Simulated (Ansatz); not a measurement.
# SiNi: the cost of one run

Computed with Ansatz 0.2.0 (DFT PBEsol, scalar-relativistic, plane waves, PAW, unless a step's input says otherwise).

2 further runs of the same task are left out: 2 set aside as unsound or not needed.

## (1) The structure to begin with

It takes space group P2_13 (No. 198, cubic). The conventional cell has a = 4.468 Å, b = 4.468 Å, c = 4.468 Å, α = 90.00°, β = 90.00°, γ = 90.00°. Around Si (site symmetry 3) lie 7 Ni at 2.34 to 2.42 Å. Ni (site symmetry 3) has 7 Si at 2.34 to 2.42 Å in its first shell of neighbours.

Coordinates:

```
CELL_PARAMETERS angstrom
4.46798 0.00000 0.00000
0.00000 4.46798 0.00000
0.00000 0.00000 4.46798
ATOMIC_POSITIONS crystal
Si 0.84646 0.84646 0.84646
Si 0.65354 0.15354 0.34646
Si 0.34646 0.65354 0.15354
Si 0.15354 0.34646 0.65354
Ni 0.14899 0.14899 0.14899
Ni 0.35101 0.85101 0.64899
Ni 0.64899 0.35101 0.85101
Ni 0.85101 0.64899 0.35101
```

This cell was relaxed beforehand with the same method: volume 11.15 Å³/atom, gap on the mesh none (metal).

## (2) Zero of the scan

Contents of input.yaml:

```yaml
crystal:
  lattice:
    - [4.4679769699, 0.0, 0.0]
    - [0.0, 4.4679769699, 0.0]
    - [0.0, 0.0, 4.4679769699]
  atoms:
    - { symbol: Si, position: [0.8464645197, 0.8464645197, 0.8464645197] }
    - { symbol: Si, position: [0.6535354803, 0.1535354803, 0.3464645197] }
    - { symbol: Si, position: [0.3464645197, 0.6535354803, 0.1535354803] }
    - { symbol: Si, position: [0.1535354803, 0.3464645197, 0.6535354803] }
    - { symbol: Ni, position: [0.1489904748, 0.1489904748, 0.1489904748] }
    - { symbol: Ni, position: [0.3510095252, 0.8510095252, 0.6489904748] }
    - { symbol: Ni, position: [0.6489904748, 0.3510095252, 0.8510095252] }
    - { symbol: Ni, position: [0.8510095252, 0.6489904748, 0.3510095252] }
basis:
  ecutwfc: 420
kpoints:
  mp_grid: { grid: [8, 8, 8] }
hamiltonian:
  xc: pbesol
scf:
  occupations: { method: gaussian, width: 0.15 }
output:
  forces: true
  stress: true
  eigenvalues: true
```

On the command line:

```
$ ansatz run input.yaml --threads 2 --pin off --max-ram 5120MiB --backend cpu --events-out ev --progress --plain --runs-dir out
```

What time and memory should one allow on 2 threads of Arm Neoverse V2, shared host?

About 9.1 s, with a peak of 0.42 GiB.
